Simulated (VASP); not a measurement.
Input of a VASP 6.6.1 run:

The input INCAR:

```
ALGO = Normal ; EDIFF = 1E-7
EDIFFG = -0.005 ; ENCUT = 600
GGA = PE ; IBRION = 2
ISIF = 3 ; ISMEAR = 0
IVDW = 12 ; KPAR = 4
LASPH = T ; LCHARG = F
LREAL = F ; LWAVE = F
NELM = 80 ; NSW = 90
PREC = Accurate ; SIGMA = 0.03
```

KPOINTS

```
k-points
0
Gamma
  9 9 5
```

File POSCAR:

```
SnSe2                                   
1.0
    3.8394218884     -0.0000000000      0.0000000000
   -1.9197109442      3.3250368873      0.0000000000
    0.0000000000      0.0000000000      6.0091826485
  Sn              Se            
     1     2
Direct
     0.0000000000000000    0.0000000000000000    0.0000000000000000
     0.3333333300000021    0.6666666699999979    0.2655766285539161
     0.6666666699999979    0.3333333300000021    0.7344233714460838
```

Potentials or basis: VASP PAW PBE potentials, release 64 (Sn_d, Se).

Command:

```sh
$ cat potpaw_PBE.64/Sn_d/POTCAR potpaw_PBE.64/Se/POTCAR > POTCAR
$ mpirun -np 4 vasp_std > vasp.out
```

Problem. Predict the space group after relaxing (to 0.05 Å).

Solution. P-3m1 (No. 164).

Problem. What does it give for the band gap on the k mesh?

Solution. 0.43 eV, indirect (least direct gap 0.81 eV).

Forces on the atoms (eV/Å):
```
Sn   0.000  0.000  0.000
Se   0.000  0.000 -0.004
Se   0.000  0.000  0.004
```

Caveat: spin-orbit coupling is left out, which moves the levels of the heavy elements; an odd mesh through Γ misses points on the zone boundary, where band edges often lie.
